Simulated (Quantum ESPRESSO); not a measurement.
# GaN (F-43m) in Quantum ESPRESSO: a series of runs

The runs below take GaN through band structure, with PBE.

All numbers are computed with Quantum ESPRESSO 7.5; they aren't measurements. Logs are shortened: lines on timing, memory, paths and dates and some standing lists are left out, and cuts for length are marked.

**What was measured.**

A printed reference work, textbook reports, for a bulk crystal of GaN at 0 K: band gap 3.299 eV (direct).

The runs below are set against these values where they give the same quantity.

### Step 1. The structure

Symmetry: F-43m, No. 216, cubic system. The conventional cell has a = 4.507 Å, b = 4.507 Å, c = 4.507 Å, α = 90.00°, β = 90.00°, γ = 90.00°. Ga (site symmetry -43m) has 4 N at 1.95 Å as nearest neighbours. Around N (site symmetry -43m) lie 4 Ga at 1.95 Å.

The cell is a database's computed one.

### Step 2. Band structure, PBE

The input, pw.in:

```
&CONTROL
  calculation = 'scf'
  prefix = 'pwscf'
  outdir = './tmp'
  pseudo_dir = './pseudo'
  tprnfor = .true.
  tstress = .true.
  disk_io = 'low'
/
&SYSTEM
  ibrav = 0
  nat = 2
  ntyp = 2
  ecutwfc = 114
  nbnd = 20
  occupations = 'smearing'
  smearing = 'fd'
  degauss = 0.00367493
/
&ELECTRONS
  conv_thr = 4d-10
  electron_maxstep = 120
  mixing_beta = 0.5
/
ATOMIC_SPECIES
Ga    69.7230 Ga.upf
N     14.0070 N.upf
CELL_PARAMETERS angstrom
   0.0000000000    2.2535006075    2.2535006075
   2.2535006075    0.0000000000    2.2535006075
   2.2535006075    2.2535006075    0.0000000000
ATOMIC_POSITIONS crystal
Ga     0.0000000000    0.0000000000    0.0000000000
N      0.2500000000    0.2500000000    0.2500000000
K_POINTS automatic
10 10 10 0 0 0
```

The input, bands.in:

```
&CONTROL
  calculation = 'bands'
  prefix = 'pwscf'
  outdir = './tmp'
  pseudo_dir = './pseudo'
  disk_io = 'low'
  verbosity = 'high'
/
&SYSTEM
  ibrav = 0
  nat = 2
  ntyp = 2
  ecutwfc = 114
  nbnd = 20
  occupations = 'smearing'
  smearing = 'fd'
  degauss = 0.00367493
/
&ELECTRONS
  conv_thr = 1d-08
  electron_maxstep = 120
  mixing_beta = 0.5
  diago_full_acc = .true.
  startingwfc = 'random'
/
ATOMIC_SPECIES
Ga    69.7230 Ga.upf
N     14.0070 N.upf
CELL_PARAMETERS angstrom
   0.0000000000    2.2535006075    2.2535006075
   2.2535006075    0.0000000000    2.2535006075
   2.2535006075    2.2535006075    0.0000000000
ATOMIC_POSITIONS crystal
Ga     0.0000000000    0.0000000000    0.0000000000
N      0.2500000000    0.2500000000    0.2500000000
K_POINTS crystal
60
 0.0000000000  0.0000000000  0.0000000000 1
 0.0625000000  0.0000000000  0.0625000000 1
 0.1250000000  0.0000000000  0.1250000000 1
 0.1875000000  0.0000000000  0.1875000000 1
 0.2500000000  0.0000000000  0.2500000000 1
 0.3125000000  0.0000000000  0.3125000000 1
 0.3750000000  0.0000000000  0.3750000000 1
 0.4375000000  0.0000000000  0.4375000000 1
 0.5000000000  0.0000000000  0.5000000000 1
 0.5000000000  0.0625000000  0.5625000000 1
 0.5000000000  0.1250000000  0.6250000000 1
 0.5000000000  0.1875000000  0.6875000000 1
 0.5000000000  0.2500000000  0.7500000000 1
 0.4375000000  0.3125000000  0.7500000000 1
 0.3750000000  0.3750000000  0.7500000000 1
 0.3375000000  0.3375000000  0.6750000000 1
 0.3000000000  0.3000000000  0.6000000000 1
 0.2625000000  0.2625000000  0.5250000000 1
 0.2250000000  0.2250000000  0.4500000000 1
 0.1875000000  0.1875000000  0.3750000000 1
 0.1500000000  0.1500000000  0.3000000000 1
 0.1125000000  0.1125000000  0.2250000000 1
 0.0750000000  0.0750000000  0.1500000000 1
 0.0375000000  0.0375000000  0.0750000000 1
 0.0000000000  0.0000000000  0.0000000000 1
 0.0625000000  0.0625000000  0.0625000000 1
 0.1250000000  0.1250000000  0.1250000000 1
 0.1875000000  0.1875000000  0.1875000000 1
 0.2500000000  0.2500000000  0.2500000000 1
 0.3125000000  0.3125000000  0.3125000000 1
 0.3750000000  0.3750000000  0.3750000000 1
 0.4375000000  0.4375000000  0.4375000000 1
 0.5000000000  0.5000000000  0.5000000000 1
 0.5250000000  0.4500000000  0.5250000000 1
 0.5500000000  0.4000000000  0.5500000000 1
 0.5750000000  0.3500000000  0.5750000000 1
 0.6000000000  0.3000000000  0.6000000000 1
 0.6250000000  0.2500000000  0.6250000000 1
 0.5833333333  0.2500000000  0.6666666667 1
 0.5416666667  0.2500000000  0.7083333333 1
 0.5000000000  0.2500000000  0.7500000000 1
 0.5000000000  0.2857142857  0.7142857143 1
 0.5000000000  0.3214285714  0.6785714286 1
 0.5000000000  0.3571428571  0.6428571429 1
 0.5000000000  0.3928571429  0.6071428571 1
 0.5000000000  0.4285714286  0.5714285714 1
 0.5000000000  0.4642857143  0.5357142857 1
 0.5000000000  0.5000000000  0.5000000000 1
 0.4821428571  0.4821428571  0.5357142857 1
 0.4642857143  0.4642857143  0.5714285714 1
 0.4464285714  0.4464285714  0.6071428571 1
 0.4285714286  0.4285714286  0.6428571429 1
 0.4107142857  0.4107142857  0.6785714286 1
 0.3928571429  0.3928571429  0.7142857143 1
 0.3750000000  0.3750000000  0.7500000000 1
 0.6250000000  0.2500000000  0.6250000000 1
 0.5937500000  0.1875000000  0.5937500000 1
 0.5625000000  0.1250000000  0.5625000000 1
 0.5312500000  0.0625000000  0.5312500000 1
 0.5000000000  0.0000000000  0.5000000000 1
```

Potentials or basis: PseudoDojo 0.5 SR PBE stringent.

Started as:

```
$ OMP_NUM_THREADS=1 pw.x -in pw.in > pw.out
$ OMP_NUM_THREADS=1 pw.x -in bands.in > bands.out
```

pw.out:

```text
This program is part of the open-source Quantum ESPRESSO suite
     for quantum simulation of materials; please cite
[... 9 lines left out ...]
     --------------------
     sticks:   dense  smooth     PW     G-vecs:    dense   smooth      PW
     Sum        1147    1147    349                25509    25509    4111

     Using Slab Decomposition

     bravais-lattice index     =            0
     lattice parameter (alat)  =       6.0224  a.u.
     unit-cell volume          =     154.4542 (a.u.)^3
     number of atoms/cell      =            2
     number of atomic types    =            2
     number of electrons       =        26.00
     number of Kohn-Sham states=           20
     kinetic-energy cutoff     =     114.0000  Ry
     charge density cutoff     =     456.0000  Ry
     scf convergence threshold =      4.0E-10
     mixing beta               =       0.5000
     number of iterations used =            8  plain     mixing
     Exchange-correlation= PBE
                           (   1   4   3   4   0   0   0)

     celldm(1)=   6.022427  celldm(2)=   0.000000  celldm(3)=   0.000000
     celldm(4)=   0.000000  celldm(5)=   0.000000  celldm(6)=   0.000000

     crystal axes: (cart. coord. in units of alat)
               a(1) = (   0.000000   0.707107   0.707107 )
               a(2) = (   0.707107   0.000000   0.707107 )
               a(3) = (   0.707107   0.707107   0.000000 )

     reciprocal axes: (cart. coord. in units 2 pi/alat)
               b(1) = ( -0.707107  0.707107  0.707107 )
               b(2) = (  0.707107 -0.707107  0.707107 )
               b(3) = (  0.707107  0.707107 -0.707107 )

     PseudoPot. # 1 for Ga read from file:
     Ga.upf
     Pseudo is Norm-conserving + core correction, Zval = 21.0
     Generated using ONCVPSP code by D. R. Hamann
     Using radial grid of 1902 points,  6 beta functions with:
                l(1) =   0
                l(2) =   0
                l(3) =   1
                l(4) =   1
                l(5) =   2
                l(6) =   2

     PseudoPot. # 2 for N  read from file:
     N.upf
     Pseudo is Norm-conserving + core correction, Zval =  5.0
     Generated using ONCVPSP code by D. R. Hamann
     Using radial grid of 1058 points,  4 beta functions with:
                l(1) =   0
                l(2) =   0
                l(3) =   1
                l(4) =   1

     atomic species   valence    mass     pseudopotential
     Ga               21.00    69.72300     Ga( 1.00)
     N                 5.00    14.00700     N ( 1.00)

     24 Sym. Ops. (no inversion) found

   Cartesian axes

     site n.     atom                  positions (alat units)
         1        Ga     tau(   1) = (   0.0000000   0.0000000   0.0000000  )
         2        N      tau(   2) = (   0.3535534   0.3535534   0.3535534  )

     number of k points=    47  Fermi-Dirac smearing, width (Ry)=  0.0037
                       cart. coord. in units 2pi/alat
        k(    1) = (   0.0000000   0.0000000   0.0000000), wk =   0.0020000
        k(    2) = (   0.0707107   0.0707107  -0.0707107), wk =   0.0160000
        k(    3) = (   0.1414214   0.1414214  -0.1414214), wk =   0.0160000
        k(    4) = (   0.2121320   0.2121320  -0.2121320), wk =   0.0160000
        k(    5) = (   0.2828427   0.2828427  -0.2828427), wk =   0.0160000
        k(    6) = (  -0.3535534  -0.3535534   0.3535534), wk =   0.0080000
[... 39 lines left out ...]
        k(   46) = (  -0.0707107  -0.3535534   0.6363961), wk =   0.0480000
        k(   47) = (  -0.7071068   0.2828427   0.0000000), wk =   0.0240000

     Dense  grid:    25509 G-vectors     FFT dimensions: (  45,  45,  45)

     Initial potential from superposition of free atoms

     starting charge      25.9973, renormalised to      26.0000
     Starting wfcs are   17 randomized atomic wfcs +    3 random wfcs

     Self-consistent Calculation

     iteration #  1     ecut=   114.00 Ry     beta= 0.50
     Davidson diagonalization with overlap
     ethr =  1.00E-02,  avg # of iterations =  4.8

     total energy              =    -517.30556043 Ry
     estimated scf accuracy    <       0.51494057 Ry

     iteration #  2     ecut=   114.00 Ry     beta= 0.50
     Davidson diagonalization with overlap
     ethr =  1.98E-03,  avg # of iterations =  2.0

     total energy              =    -517.45496012 Ry
     estimated scf accuracy    <       0.10376242 Ry

     iteration #  3     ecut=   114.00 Ry     beta= 0.50
     Davidson diagonalization with overlap
     ethr =  3.99E-04,  avg # of iterations =  1.8
[... 36 lines left out ...]
     total energy              =    -517.47327203 Ry
     estimated scf accuracy    <       0.00000002 Ry

     iteration #  9     ecut=   114.00 Ry     beta= 0.50
     Davidson diagonalization with overlap
     ethr =  6.25E-11,  avg # of iterations =  1.0

     total energy              =    -517.47327204 Ry
     estimated scf accuracy    <          9.1E-10 Ry

     iteration # 10     ecut=   114.00 Ry     beta= 0.50
     Davidson diagonalization with overlap
     ethr =  3.51E-12,  avg # of iterations =  2.0

     End of self-consistent calculation

          k = 0.0000 0.0000 0.0000 (  3143 PWs)   bands (ev):

  -130.4450 -81.1898 -81.1898 -81.1898  -4.2758  -1.8845  -1.8845  -1.8845
    -1.5746  -1.5746  11.6286  11.6286  11.6286  13.3821  21.9916  21.9916
    21.9916  29.2612  30.4483  30.4483

          k = 0.0707 0.0707-0.0707 (  3173 PWs)   bands (ev):

  -130.4450 -81.1900 -81.1898 -81.1898  -4.1673  -1.8711  -1.8711  -1.8440
    -1.5758  -1.5758  10.5370  11.5226  11.5226  14.2334  21.4874  22.1534
    22.1534  29.1399  29.1399  29.1919

          k = 0.1414 0.1414-0.1414 (  3161 PWs)   bands (ev):

  -130.4450 -81.1903 -81.1899 -81.1899  -3.8966  -1.8401  -1.8401  -1.6747
    -1.5744  -1.5744   8.7312  11.2619  11.2619  15.3133  20.6958  22.4113
    22.4113  28.0742  28.3847  28.3847

          k = 0.2121 0.2121-0.2121 (  3173 PWs)   bands (ev):
[... 149 lines left out ...]
          k =-0.0707-0.6364 0.6364 (  3182 PWs)   bands (ev):

  -130.4449 -81.1911 -81.1904 -81.1904  -3.2562  -1.7899  -1.6100  -1.6021
    -1.5066   0.0839   5.7218   8.5780   9.0815  15.4998  18.6499  23.1161
    25.2618  25.3182  33.7491  35.2996

          k = 0.0000-0.5657 0.5657 (  3188 PWs)   bands (ev):

  -130.4449 -81.1911 -81.1906 -81.1903  -3.2505  -1.7765  -1.6286  -1.6160
    -1.5245   0.2951   5.7259   7.6808   9.2854  16.2197  19.2762  22.9722
    24.8219  25.0592  33.2243  34.3340

          k =-0.7071 0.0000 0.0000 (  3218 PWs)   bands (ev):

  -130.4449 -81.1912 -81.1904 -81.1904  -3.2477  -1.8044  -1.5850  -1.5850
    -1.4991   0.1499   5.5190   8.9382   8.9382  15.0081  18.3288  23.3376
    25.5936  25.5936  33.3598  36.4444

          k = 0.2828 0.1414 0.0000 (  3185 PWs)   bands (ev):

  -130.4450 -81.1905 -81.1901 -81.1900  -3.7040  -1.8094  -1.7937  -1.6577
    -1.5594  -1.4467   8.2720  10.1644  10.9532  16.2423  19.9331  22.0475
    23.0087  25.5843  29.9834  32.0198

          k = 0.3536 0.2121-0.0707 (  3171 PWs)   bands (ev):

  -130.4449 -81.1908 -81.1902 -81.1900  -3.4939  -1.7896  -1.7656  -1.6290
    -1.5466  -1.0153   6.9225   9.5341  10.6413  17.0611  19.6563  21.4130
    23.1581  26.3280  30.2133  31.9634

          k =-0.2828-0.4243 0.5657 (  3176 PWs)   bands (ev):

  -130.4449 -81.1910 -81.1903 -81.1901  -3.3742  -1.7882  -1.7485  -1.5971
    -1.5362  -0.4094   5.6113   9.2409  10.3050  17.5753  19.2680  21.5725
    23.0445  27.4010  30.3853  31.8140

          k =-0.2121-0.3536 0.4950 (  3164 PWs)   bands (ev):
[... 41 lines left out ...]
          k =-0.0707-0.4950 0.6364 (  3180 PWs)   bands (ev):

  -130.4449 -81.1910 -81.1906 -81.1904  -3.2558  -1.7645  -1.6741  -1.5959
    -1.5292   0.2439   5.8104   7.9106   8.9477  16.7482  19.4305  22.4891
    23.9124  26.0012  32.5042  34.5227

          k = 0.0000-0.4243 0.5657 (  3180 PWs)   bands (ev):

  -130.4449 -81.1909 -81.1908 -81.1903  -3.2607  -1.7661  -1.6808  -1.5955
    -1.5532   0.3084   5.8410   7.3857   9.2743  17.5068  19.6025  22.0646
    23.6997  26.3432  30.8537  34.8214

          k =-0.7071 0.1414 0.0000 (  3180 PWs)   bands (ev):

  -130.4449 -81.1911 -81.1905 -81.1904  -3.2465  -1.7849  -1.6324  -1.5832
    -1.5132   0.2484   5.6410   8.5794   8.6092  15.8340  18.8765  23.1814
    24.4356  25.8960  33.9477  34.3697

          k =-0.1414-0.4243 0.7071 (  3181 PWs)   bands (ev):

  -130.4449 -81.1909 -81.1906 -81.1903  -3.2731  -1.7494  -1.7147  -1.5932
    -1.5464   0.1293   5.9399   7.9183   9.0253  17.7589  19.5688  21.3601
    23.7982  26.5675  31.0433  34.7192

          k =-0.0707-0.3536 0.6364 (  3178 PWs)   bands (ev):

  -130.4449 -81.1909 -81.1907 -81.1904  -3.2556  -1.7531  -1.7050  -1.5774
    -1.5581   0.3422   5.8525   7.6709   8.7281  17.9658  19.7066  21.6393
    23.3571  26.7999  30.6746  35.0348

          k =-0.7071 0.2828 0.0000 (  3178 PWs)   bands (ev):

  -130.4449 -81.1909 -81.1907 -81.1904  -3.2445  -1.7489  -1.7017  -1.5739
    -1.5467   0.4042   5.8959   8.0506   8.0838  17.4736  19.8467  22.3819
    22.8397  26.6890  31.4467  34.9395

     the Fermi energy is    12.5561 ev

!    total energy              =    -517.47327204 Ry
     estimated scf accuracy    <          6.0E-12 Ry
     smearing contrib. (-TS)   =      -0.00000000 Ry
     internal energy E=F+TS    =    -517.47327204 Ry

     The total energy is F=E-TS. E is the sum of the following terms:
     one-electron contribution =    -389.78654604 Ry
     hartree contribution      =     200.89445287 Ry
     xc contribution           =     -57.95151610 Ry
     ewald contribution        =    -270.62966277 Ry

     convergence has been achieved in  10 iterations

     Forces acting on atoms (cartesian axes, Ry/au):

     atom    1 type  1   force =    -0.00000000    0.00000000    0.00000000
     atom    2 type  2   force =     0.00000000   -0.00000000   -0.00000000

     Total force =     0.000000     Total SCF correction =     0.000000

     Computing stress (Cartesian axis) and pressure

          total   stress  (Ry/bohr**3)                   (kbar)     P=       47.08
   0.00032005   0.00000000   0.00000000           47.08        0.00        0.00
   0.00000000   0.00032005   0.00000000            0.00       47.08        0.00
   0.00000000   0.00000000   0.00032005            0.00        0.00       47.08

=------------------------------------------------------------------------------=
   JOB DONE.
=------------------------------------------------------------------------------=
```

Run time: 2 min. Hardware: 1 thread of Arm Neoverse V1, shared host; peak memory 0.1 GiB.

Results:

```yaml
Free_energy: -7040.5825 eV
Pressure: 4.7 GPa
Band_gap_on_the_k_mesh: 1.75 eV, direct
Band_gap_along_the_path: 1.75 eV, direct
```

Levels at the corners of the path, in eV from the valence-band top:
```
point  band 11  band 12  band 13  band 14  band 15  band 16
    Γ     0.00     0.00     0.00     1.75    10.36    10.36
    X    -6.11    -2.69    -2.69     3.38     6.70    11.71
    W    -5.68    -3.68    -3.62     6.23     8.40    10.30
    K    -5.85    -4.24    -2.16     5.02     7.88    11.08
    Γ     0.00     0.00     0.00     1.75    10.36    10.36
    L    -7.02    -0.96    -0.96     4.67     8.73    10.41
    U    -5.85    -4.24    -2.16     5.02     7.88    11.08
    W    -5.68    -3.68    -3.62     6.23     8.40    10.30
    L    -7.02    -0.96    -0.96     4.67     8.73    10.41
    K    -5.85    -4.24    -2.16     5.02     7.88    11.08
    U    -5.85    -4.24    -2.16     5.02     7.88    11.08
    X    -6.11    -2.69    -2.69     3.38     6.70    11.71
```

[end of part 1 of 2]
